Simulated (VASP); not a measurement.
Here is a VASP 6.6.1 calculation.

The input INCAR:

```
PREC = Accurate ; ENCUT = 600
EDIFF = 1E-7 ; ISMEAR = 0
SIGMA = 0.03 ; LREAL = False
LASPH = True ; NELM = 80
ALGO = Normal ; ISIF = 3
LWAVE = False ; LCHARG = False
GGA = PE ; IBRION = 2
NSW = 90 ; EDIFFG = -0.005
```

Contents of KPOINTS:

```
Automatic mesh
0
Gamma
  8 8 8
```

POSCAR

```
InP                                     
1.0
    0.0000000000      2.9791538216      2.9791538216
    2.9791538216      0.0000000000      2.9791538216
    2.9791538216      2.9791538216      0.0000000000
  In              P             
     1     1
Direct
     0.0000000000000000    0.0000000000000000    0.0000000000000000
     0.2500000000000000    0.2500000000000000    0.2500000000000000
```

Potentials or basis: VASP PAW PBE potentials, release 64 (In_d, P).

Run with:

```bash
$ cat potpaw_PBE.64/In_d/POTCAR potpaw_PBE.64/P/POTCAR > POTCAR
$ mpirun -np 1 vasp_std > vasp.out
```

Problem. Estimate the band gap on the k mesh.

Solution. 0.44 eV, direct.

Final structure:
```xyz
2
Lattice="0.0000 2.9792 2.9792 2.9792 0.0000 2.9792 2.9792 2.9792 0.0000" Properties=species:S:1:pos:R:3 pbc="T T T"
In    0.0000    0.0000    0.0000
P     1.4896    1.4896    1.4896
```

Caveat: the relaxation stopped at its first step, so nothing moved; spin-orbit coupling is left out, which moves the levels of the heavy elements.
